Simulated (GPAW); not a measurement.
Runs of GPAW 26.7.0 on Sn. Symmetry: I4_1/amd, No. 141, tetragonal system. The conventional cell has a = 5.880 Å, b = 5.880 Å, c = 3.199 Å, α = 90.00°, β = 90.00°, γ = 90.00°. Around Sn (site symmetry -4m2) lie 6 Sn at 3.05 to 3.20 Å. 

```csv
task,level,potentials or basis,spin,cell,optimizer,fmax,max steps,target pressure,band path,gap on the mesh (eV),pressure (GPa)
relaxation of cell and atoms,mBEEF,"GPAW PAW data sets (gpaw-data 1.2.1), pw",off,relaxed to -2 GPa,FIRE,0.05 eV/Å,100,-2 GPa,-,none,-2.0
band structure,TASK,"GPAW PAW data sets (gpaw-data 1.2.1), pw","SOC, no magnetisation",as given,-,-,-,-,"GXMGZPNZ1M,XP",-,(a)
band structure,PBEsol,"PAW data sets generated in the run's folder for this functional, pw","SOC, no magnetisation",as given,-,-,-,-,"GXMGZPNZ1M,XP",-,-1.9
relaxation of cell and atoms,LDA,"the program's PAW data sets (release 1.2.1) made for this functional, pw",off,relaxed,BFGS,0.02 eV/Å,40,-,-,none,0.0
```

Alike in all rows: k mesh 7 × 7 × 7; cutoff (eV) 600; smearing fermi-dirac 0.05 eV.

Q: Estimate the missing entries.

A: (a) 2.9.

Caveats: later steps reuse the first step's grids (some runs); the PAW data sets were made with another functional, which shifts forces and pressure a little (some runs); spin-orbit coupling was added after a scalar SCF, so levels and gaps hold it while energy, forces, pressure and moments don't (some runs); this program's spin-orbit splittings come out too wide for heavy elements (some runs).

A k mesh can miss the band edges, and rows without SOC leave out spin-orbit coupling on Sn.

A gap of «none» marks a metal or a gap under the smearing width.

Runs at the PBE level aren't shown here.
